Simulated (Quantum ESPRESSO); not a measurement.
# H on fcc sites of Cu(111): a series in the coverage, part 6 of 8

Aim: how the results for H on fcc sites of Cu(111) change with the coverage.

Quantum ESPRESSO 7.5; plane-wave DFT, PBE, GBRV ultrasoft pseudopotentials.

So far. Step 7 (Relaxation with pw.x, 0.1111 ML): The relaxation lowers the energy by 2 meV an atom. On the free atoms the largest force ends at 0.041 eV/Å. Step 8 (SCF with pw.x, 0.1111 ML): Inside the slab this potential holds the local part of the pseudopotentials, which can be repulsive at the nuclei; only its value in the vacuum has a meaning of its own.

## Step 9: Relaxing the ions, 0.75 ML

System of this step: Cu(111), 3 layers, 4 sites a cell, 3 H on fcc sites. The cell holds 15 atoms: 12 Cu and 3 H. Its edges and angles: a = 5.120 Å, b = 5.120 Å, c = 18.997 Å, α = 90.0°, β = 90.0°, γ = 60.0°. It derives from Cu. Vacuum lies along c.

m7.relax.in reads:

```
&control
  prefix = 'm7.relax'
  outdir = './out'
  pseudo_dir = './pseudo'
  nstep = 70
  forc_conv_thr = 0.0015
  calculation = 'relax'
/
&system
  ibrav = 0
  nat = 15
  ntyp = 2
  ecutwfc = 40
  ecutrho = 200
  occupations = 'smearing'
  smearing = 'mv'
  degauss = 0.02
/
&electrons
  conv_thr = 1e-07
  mixing_beta = 0.3
  electron_maxstep = 120
  mixing_mode = 'local-TF'
/
&ions
/
ATOMIC_SPECIES
  Cu  63.5460  cu_pbe_v1.2.uspp.F.UPF
  H   1.0080  h_pbe_v1.4.uspp.F.UPF
CELL_PARAMETERS angstrom
  5.11977743152900 0.00000000000000 0.00000000000000
  2.55988871576450 4.43385731742636 0.00000000000000
  0.00000000000000 0.00000000000000 18.99674291439599
ATOMIC_POSITIONS crystal
  Cu  0.000000000000 0.500000000000 0.369528361622 0 0 0
  Cu  0.500000000000 0.000000000000 0.369528361622 0 0 0
  Cu  0.500000000000 0.500000000000 0.369528361622 0 0 0
  Cu  0.000000000000 0.000000000000 0.369528361622 0 0 0
  Cu  0.166666666700 0.666666666700 0.479554611564 0 0 0
  Cu  0.666666666700 0.166666666700 0.479554611564 0 0 0
  Cu  0.666666666700 0.666666666700 0.479554611564 0 0 0
  Cu  0.166666666700 0.166666666700 0.479554611564 0 0 0
  Cu  0.833333333300 0.333333333300 0.589580861506
  Cu  0.333333333300 0.833333333300 0.589580861506
  Cu  0.333333333300 0.333333333300 0.589580861506
  Cu  0.833333333300 0.833333333300 0.589580861506
  H   0.000000000000 0.500000000000 0.630471638378
  H   0.500000000000 0.000000000000 0.630471638378
  H   0.500000000000 0.500000000000 0.630471638378
K_POINTS automatic
  5 5 1 0 0 0
```

On the command line:

```sh
> OMP_NUM_THREADS=1 mpirun -n 8 pw.x -nk 2 -in m7.relax.in > m7.relax.out
```

The program printed:

```text
[banner, memory and clock lines left out]
Program PWSCF v.7.5 starts
[...]
Message from routine setup:
[...]
number of electrons       =       231.00
     number of Kohn-Sham states=          139
     kinetic-energy cutoff     =      40.0000  Ry
     charge density cutoff     =     200.0000  Ry
[...]
number of k points=     5  Marzari-Vanderbilt smearing, width (Ry)=  0.0200
[...]
Dense  grid:   139085 G-vectors     FFT dimensions: (  45,  45, 162)
[...]
negative rho (up, down):  4.801E-04 0.000E+00
     Starting wfcs are  159 randomized atomic wfcs
[...]
negative rho (up, down):  7.603E-02 0.000E+00
[...]
estimated scf accuracy    <     149.81984941 Ry
[...]
negative rho (up, down):  4.955E-02 0.000E+00
[...]
estimated scf accuracy    <       7.56112089 Ry
[...]
negative rho (up, down):  2.863E-02 0.000E+00
[...]
estimated scf accuracy    <       0.14126996 Ry
[...]
negative rho (up, down):  1.438E-02 0.000E+00
[...]
estimated scf accuracy    <       0.12609843 Ry
[...]
negative rho (up, down):  2.389E-04 0.000E+00
[...]
estimated scf accuracy    <       0.03260727 Ry
[...]
negative rho (up, down):  4.728E-05 0.000E+00
[...]
estimated scf accuracy    <       0.07180481 Ry
[...]
negative rho (up, down):  2.097E-06 0.000E+00
[...]
estimated scf accuracy    <       0.01651437 Ry
[...]
estimated scf accuracy    <       0.00435580 Ry
[...]
estimated scf accuracy    <       0.00403966 Ry
[...]
negative rho (up, down):  9.688E-05 0.000E+00
[...]
estimated scf accuracy    <       0.00360598 Ry
[...]
negative rho (up, down):  1.774E-03 0.000E+00
[...]
estimated scf accuracy    <       0.00120201 Ry
[...]
negative rho (up, down):  7.454E-04 0.000E+00
[...]
estimated scf accuracy    <       0.00424620 Ry
[...]
negative rho (up, down):  3.010E-04 0.000E+00
[...]
estimated scf accuracy    <       0.00034649 Ry
[...]
negative rho (up, down):  1.968E-04 0.000E+00
[...]
estimated scf accuracy    <       0.00034329 Ry
[...]
negative rho (up, down):  3.761E-04 0.000E+00
[...]
estimated scf accuracy    <       0.00003858 Ry
[...]
negative rho (up, down):  4.128E-04 0.000E+00
[...]
estimated scf accuracy    <       0.00009149 Ry
[...]
negative rho (up, down):  2.866E-04 0.000E+00
[...]
estimated scf accuracy    <       0.00007698 Ry
[...]
negative rho (up, down):  3.881E-04 0.000E+00
[...]
estimated scf accuracy    <       0.00002033 Ry
[...]
negative rho (up, down):  3.894E-04 0.000E+00
[...]
estimated scf accuracy    <       0.00000461 Ry
[...]
negative rho (up, down):  3.485E-04 0.000E+00
[...]
the Fermi energy is     2.3173 ev
!    total energy              =   -4848.64058432 Ry
     estimated scf accuracy    <       0.00000007 Ry
     smearing contrib. (-TS)   =       0.00121880 Ry
     internal energy E=F+TS    =   -4848.64180312 Ry
[...]
one-electron contribution =  -26179.12884710 Ry
     hartree contribution      =   13112.33389316 Ry
     xc contribution           =    -467.63252194 Ry
     ewald contribution        =    8685.78567276 Ry
     convergence has been achieved in  20 iterations
     negative rho (up, down):  3.485E-04 0.000E+00
[...]
Total force =     0.038026     Total SCF correction =     0.001398
[...]
negative rho (up, down):  3.493E-04 0.000E+00
[...]
negative rho (up, down):  3.300E-04 0.000E+00
[...]
estimated scf accuracy    <       0.00085147 Ry
[...]
negative rho (up, down):  3.131E-04 0.000E+00
[...]
estimated scf accuracy    <       0.00050871 Ry
[...]
negative rho (up, down):  2.870E-04 0.000E+00
[...]
estimated scf accuracy    <       0.00002215 Ry
[...]
negative rho (up, down):  2.559E-04 0.000E+00
[...]
estimated scf accuracy    <       0.00001096 Ry
[...]
negative rho (up, down):  2.569E-04 0.000E+00
[...]
estimated scf accuracy    <       0.00000195 Ry
[...]
negative rho (up, down):  2.788E-04 0.000E+00
[...]
estimated scf accuracy    <       0.00000048 Ry
[...]
negative rho (up, down):  2.867E-04 0.000E+00
[...]
estimated scf accuracy    <       0.00000022 Ry
[...]
negative rho (up, down):  3.054E-04 0.000E+00
[...]
estimated scf accuracy    <       0.00000012 Ry
[...]
negative rho (up, down):  3.468E-04 0.000E+00
[...]
the Fermi energy is     2.3119 ev
!    total energy              =   -4848.64188848 Ry
     estimated scf accuracy    <       0.00000003 Ry
     smearing contrib. (-TS)   =       0.00128478 Ry
     internal energy E=F+TS    =   -4848.64317327 Ry
[...]
one-electron contribution =  -26185.74691695 Ry
     hartree contribution      =   13115.63745435 Ry
     xc contribution           =    -467.62342807 Ry
     ewald contribution        =    8689.08971740 Ry
     convergence has been achieved in   9 iterations
     negative rho (up, down):  3.468E-04 0.000E+00
[...]
Total force =     0.031223     Total SCF correction =     0.001592
[...]
WARNING: bfgs curvature condition failed, Theta= 0.981
[...]
negative rho (up, down):  3.471E-04 0.000E+00
[...]
negative rho (up, down):  3.301E-04 0.000E+00
[...]
estimated scf accuracy    <       0.00063390 Ry
[...]
negative rho (up, down):  3.231E-04 0.000E+00
[...]
estimated scf accuracy    <       0.00038793 Ry
[...]
negative rho (up, down):  2.997E-04 0.000E+00
[...]
estimated scf accuracy    <       0.00001441 Ry
[...]
negative rho (up, down):  2.791E-04 0.000E+00
[...]
estimated scf accuracy    <       0.00000778 Ry
[...]
negative rho (up, down):  2.794E-04 0.000E+00
[...]
estimated scf accuracy    <       0.00000113 Ry
[...]
negative rho (up, down):  2.850E-04 0.000E+00
[...]
estimated scf accuracy    <       0.00000038 Ry
[...]
negative rho (up, down):  3.010E-04 0.000E+00
[...]
estimated scf accuracy    <       0.00000018 Ry
[...]
negative rho (up, down):  3.119E-04 0.000E+00
[...]
estimated scf accuracy    <       0.00000004 Ry
[...]
negative rho (up, down):  3.224E-04 0.000E+00
[...]
estimated scf accuracy    <       0.00000002 Ry
[...]
negative rho (up, down):  3.370E-04 0.000E+00
[...]
estimated scf accuracy    <       0.00000002 Ry
[...]
negative rho (up, down):  3.456E-04 0.000E+00
[...]
the Fermi energy is     2.3074 ev
!    total energy              =   -4848.64293596 Ry
     estimated scf accuracy    <          1.9E-09 Ry
[...]
negative rho (up, down):  3.424E-04 0.000E+00
[...]
negative rho (up, down):  3.473E-04 0.000E+00
[...]
estimated scf accuracy    <       0.00101370 Ry
[...]
negative rho (up, down):  4.539E-04 0.000E+00
[...]
estimated scf accuracy    <       0.00057834 Ry
[...]
negative rho (up, down):  4.479E-04 0.000E+00
[...]
estimated scf accuracy    <       0.00002299 Ry
[...]
negative rho (up, down):  4.348E-04 0.000E+00
[...]
estimated scf accuracy    <       0.00000444 Ry
[...]
negative rho (up, down):  4.277E-04 0.000E+00
[...]
estimated scf accuracy    <       0.00000163 Ry
[...]
negative rho (up, down):  4.165E-04 0.000E+00
[...]
estimated scf accuracy    <       0.00000042 Ry
[...]
negative rho (up, down):  4.005E-04 0.000E+00
[...]
estimated scf accuracy    <       0.00000025 Ry
[...]
negative rho (up, down):  3.824E-04 0.000E+00
[...]
estimated scf accuracy    <       0.00000009 Ry
[...]
negative rho (up, down):  3.693E-04 0.000E+00
[...]
estimated scf accuracy    <       0.00000001 Ry
[...]
negative rho (up, down):  3.589E-04 0.000E+00
[...]
estimated scf accuracy    <          6.8E-09 Ry
[...]
negative rho (up, down):  3.425E-04 0.000E+00
[...]
the Fermi energy is     2.2907 ev
!    total energy              =   -4848.64496544 Ry
     estimated scf accuracy    <          2.6E-09 Ry
     smearing contrib. (-TS)   =       0.00159853 Ry
     internal energy E=F+TS    =   -4848.64656397 Ry
[...]
one-electron contribution =  -26182.93806100 Ry
     hartree contribution      =   13114.23283304 Ry
     xc contribution           =    -467.58844975 Ry
     ewald contribution        =    8687.64711373 Ry
     convergence has been achieved in  11 iterations
     negative rho (up, down):  3.425E-04 0.000E+00
[...]
Total force =     0.016969     Total SCF correction =     0.000134
[...]
negative rho (up, down):  3.408E-04 0.000E+00
[...]
negative rho (up, down):  3.782E-04 0.000E+00
[...]
estimated scf accuracy    <       0.00241932 Ry
[...]
negative rho (up, down):  6.109E-04 0.000E+00
[...]
estimated scf accuracy    <       0.00133102 Ry
[...]
negative rho (up, down):  7.365E-04 0.000E+00
[...]
estimated scf accuracy    <       0.00015277 Ry
[...]
negative rho (up, down):  7.469E-04 0.000E+00
[...]
estimated scf accuracy    <       0.00002733 Ry
[...]
negative rho (up, down):  6.963E-04 0.000E+00
[...]
estimated scf accuracy    <       0.00001120 Ry
[...]
negative rho (up, down):  6.445E-04 0.000E+00
[...]
estimated scf accuracy    <       0.00000202 Ry
[...]
negative rho (up, down):  5.145E-04 0.000E+00
[...]
estimated scf accuracy    <       0.00000115 Ry
[...]
negative rho (up, down):  4.556E-04 0.000E+00
[...]
estimated scf accuracy    <       0.00000060 Ry
[...]
negative rho (up, down):  4.163E-04 0.000E+00
[...]
estimated scf accuracy    <       0.00000018 Ry
[...]
negative rho (up, down):  3.660E-04 0.000E+00
[...]
estimated scf accuracy    <       0.00000009 Ry
[...]
negative rho (up, down):  3.493E-04 0.000E+00
[...]
estimated scf accuracy    <       0.00000001 Ry
[...]
negative rho (up, down):  3.444E-04 0.000E+00
[...]
estimated scf accuracy    <          6.1E-09 Ry
[...]
negative rho (up, down):  3.397E-04 0.000E+00
[...]
the Fermi energy is     2.2802 ev
!    total energy              =   -4848.64563829 Ry
     estimated scf accuracy    <          2.6E-09 Ry
     smearing contrib. (-TS)   =       0.00173272 Ry
     internal energy E=F+TS    =   -4848.64737102 Ry
[...]
one-electron contribution =  -26161.85147197 Ry
     hartree contribution      =   13103.69863856 Ry
     xc contribution           =    -467.57109959 Ry
     ewald contribution        =    8677.07656198 Ry
     convergence has been achieved in  13 iterations
     negative rho (up, down):  3.397E-04 0.000E+00
[...]
Total force =     0.020191     Total SCF correction =     0.000242
[...]
negative rho (up, down):  3.416E-04 0.000E+00
[...]
negative rho (up, down):  4.258E-04 0.000E+00
[...]
estimated scf accuracy    <       0.00587503 Ry
[...]
negative rho (up, down):  8.916E-04 0.000E+00
[...]
estimated scf accuracy    <       0.00326821 Ry
[...]
negative rho (up, down):  1.179E-03 0.000E+00
[...]
estimated scf accuracy    <       0.00040226 Ry
[...]
negative rho (up, down):  1.200E-03 0.000E+00
[...]
estimated scf accuracy    <       0.00006016 Ry
[...]
negative rho (up, down):  1.074E-03 0.000E+00
[...]
estimated scf accuracy    <       0.00002533 Ry
[...]
negative rho (up, down):  9.621E-04 0.000E+00
[...]
estimated scf accuracy    <       0.00000525 Ry
[...]
negative rho (up, down):  6.658E-04 0.000E+00
[...]
estimated scf accuracy    <       0.00000305 Ry
[...]
negative rho (up, down):  5.383E-04 0.000E+00
[...]
estimated scf accuracy    <       0.00000106 Ry
[...]
negative rho (up, down):  4.131E-04 0.000E+00
[...]
the Fermi energy is     2.2723 ev
!    total energy              =   -4848.64623387 Ry
     estimated scf accuracy    <          2.4E-09 Ry
     smearing contrib. (-TS)   =       0.00182446 Ry
     internal energy E=F+TS    =   -4848.64805833 Ry
[...]
one-electron contribution =  -26127.08814898 Ry
     hartree contribution      =   13086.33288323 Ry
     xc contribution           =    -467.55592243 Ry
     ewald contribution        =    8659.66312985 Ry
     convergence has been achieved in  13 iterations
     negative rho (up, down):  3.368E-04 0.000E+00
[...]
Total force =     0.020574     Total SCF correction =     0.000094
[...]
negative rho (up, down):  3.440E-04 0.000E+00
[...]
negative rho (up, down):  4.761E-04 0.000E+00
[...]
estimated scf accuracy    <       0.01206620 Ry
[...]
negative rho (up, down):  1.203E-03 0.000E+00
[...]
estimated scf accuracy    <       0.00670840 Ry
[...]
negative rho (up, down):  1.675E-03 0.000E+00
[...]
estimated scf accuracy    <       0.00086839 Ry
[...]
negative rho (up, down):  1.770E-03 0.000E+00
[...]
estimated scf accuracy    <       0.00012412 Ry
[...]
negative rho (up, down):  1.564E-03 0.000E+00
[...]
estimated scf accuracy    <       0.00005320 Ry
[...]
negative rho (up, down):  1.367E-03 0.000E+00
[...]
estimated scf accuracy    <       0.00001000 Ry
[...]
negative rho (up, down):  9.604E-04 0.000E+00
[...]
estimated scf accuracy    <       0.00000592 Ry
[...]
negative rho (up, down):  6.300E-04 0.000E+00
[...]
estimated scf accuracy    <       0.00000220 Ry
[...]
negative rho (up, down):  4.446E-04 0.000E+00
[...]
estimated scf accuracy    <       0.00000138 Ry
[...]
negative rho (up, down):  3.790E-04 0.000E+00
[...]
estimated scf accuracy    <       0.00000024 Ry
[...]
negative rho (up, down):  3.587E-04 0.000E+00
[...]
estimated scf accuracy    <       0.00000005 Ry
[...]
negative rho (up, down):  3.310E-04 0.000E+00
[...]
estimated scf accuracy    <       0.00000003 Ry
[...]
negative rho (up, down):  3.289E-04 0.000E+00
[...]
estimated scf accuracy    <          7.3E-09 Ry
[...]
negative rho (up, down):  3.335E-04 0.000E+00
[...]
the Fermi energy is     2.2665 ev
!    total energy              =   -4848.64687158 Ry
     estimated scf accuracy    <          1.4E-09 Ry
     smearing contrib. (-TS)   =       0.00187842 Ry
     internal energy E=F+TS    =   -4848.64874999 Ry
[...]
one-electron contribution =  -26078.00783455 Ry
     hartree contribution      =   13061.81628602 Ry
     xc contribution           =    -467.54236941 Ry
     ewald contribution        =    8635.08516794 Ry
     convergence has been achieved in  14 iterations
     negative rho (up, down):  3.335E-04 0.000E+00
[...]
Total force =     0.017150     Total
```

The job ended after 13 min (8 MPI ranks of Arm Neoverse V1, shared host; peak memory 1.2 GiB).

Relaxation path:

```csv
step,energy less that of the first step (eV),largest force (eV/Å)
1,0.0000,0.4281
2,-0.0177,0.3742
3,-0.0320,0.3125
4,-0.0464,0.2376
5,-0.0596,0.2309
6,-0.0688,0.2588
7,-0.0769,0.2732
8,-0.0855,0.2250
9,-0.0941,0.1162
10,-0.0959,0.0901
11,-0.0967,0.0803
12,-0.0974,0.0583
13,-0.0979,0.0265
```

The atoms that moved most (Å):

```csv
atom,dx,dy,dz,length
H15,0.020,0.011,0.141,0.143
H14,0.000,-0.023,0.141,0.143
H13,-0.020,0.011,0.141,0.143
Cu11,0.000,0.000,0.141,0.141
Cu9,0.000,-0.010,0.020,0.022
Cu12,0.008,0.005,0.020,0.022
Cu10,-0.008,0.005,0.020,0.022
```

The relaxation lowers the energy by 7 meV an atom. On the free atoms the largest force ends at 0.027 eV/Å.

Numbers from this step:

* free energy: -65969.2137 eV
* Fermi energy: 2.267 eV

[end of part 6 of 8]

[Logs are printed without paths, hosts, clocks, repeated set-up lines and the standing remarks that a program may print on its own settings, such as how far it seeks lower states.]

[Hosts, paths, dates, database ids (printed as entryN), source tags and the programs' standing remarks are cut or masked in the printed files.]

[Maps of the electrostatic potential energy from Ansatz leave out the sawtooth potential of an applied field or a dipole correction, so their vacuum need not be flat; planar profiles and work functions include it.]
